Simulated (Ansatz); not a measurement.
AgCl (started from an entry of an open crystallographic database), relaxed with r2SCAN. Space group Fm-3m (No. 225), cubic; a = 5.546 Å in the conventional setting, 21.33 Å³ an atom. Ag is surrounded by 6 Cl at 2.77 Å; Cl is surrounded by 6 Ag at 2.77 Å.

```cif
data_structure
_symmetry_space_group_name_H-M 'Fm-3m'
_symmetry_Int_Tables_number 225
_cell_length_a 5.5463
_cell_length_b 5.5463
_cell_length_c 5.5463
_cell_angle_alpha 90.000
_cell_angle_beta 90.000
_cell_angle_gamma 90.000
_cell_volume 170.62
loop_
_atom_site_label
_atom_site_type_symbol
_atom_site_symmetry_multiplicity
_atom_site_Wyckoff_symbol
_atom_site_fract_x
_atom_site_fract_y
_atom_site_fract_z
_atom_site_occupancy
Ag1 Ag 4 a 0.00000 0.00000 0.00000 1
Cl1 Cl 4 b 0.50000 0.00000 0.00000 1
```

The questions ask for values computed with the plane-wave code Ansatz on this geometry. No magnetic order and no zero-point or thermal motion.

(1) What gap does LDA give, and where are the band edges?

(2) Estimate the gap with PBE+SOC on 8×8×8.

(3) How does the gap change from LDA to r2SCAN (8×8×8)?

(4) How does the gap change from LDA to r2SCANh (6×6×6)?

(5) Roughly how does the cost of the LC-ωPBE run (6×6×6) compare with r2SCAN's (8×8×8)?

(6) What are ε∞ and the Born charges with PBE?

(7) Relaxed again with PBEsol, is the cell stable at the zone centre, and where do its optical modes lie?

Answers

(1) With LDA the valence top lies at L and the conduction bottom at Γ, 0.61 eV higher; the smallest vertical gap, at K–Γ (0.90 of the way from K), is 2.74 eV.

(2) With PBE+SOC the valence top lies at L and the conduction bottom at Γ, 0.87 eV higher; the smallest vertical gap, at K–Γ (0.90 of the way from K), is 2.96 eV. Spin-orbit coupling itself accounts for -0.04 eV. The gap differs by +0.26 eV from LDA's.

(3) With r2SCAN the valence top lies at L and the conduction bottom at Γ, 1.48 eV higher; the smallest vertical gap, at K–Γ (0.90 of the way from K), is 3.59 eV. The gap differs by +0.87 eV from LDA's.

(4) r2SCANh gives an indirect gap of 2.27 eV, from L to Γ; the least direct gap is 4.42 eV at K–Γ (0.90 of the way from K). The gap differs by +1.66 eV from LDA's.

(5) About 13 times as much (28 core-seconds against 2.2 core-seconds, on a shared machine).

(6) ε∞: 5.10 in all directions. Born charges, averaged over directions: Ag +1.44, Cl -1.44 e.

(7) The optical mode at Γ lies at 116 cm⁻¹ without the longitudinal term. With the long-range field the highest mode reaches 174 cm⁻¹.

Only the levels marked +SOC include spin-orbit coupling.

The meshes of the hybrids are coarse, so their gaps aren't converged to the digits shown.
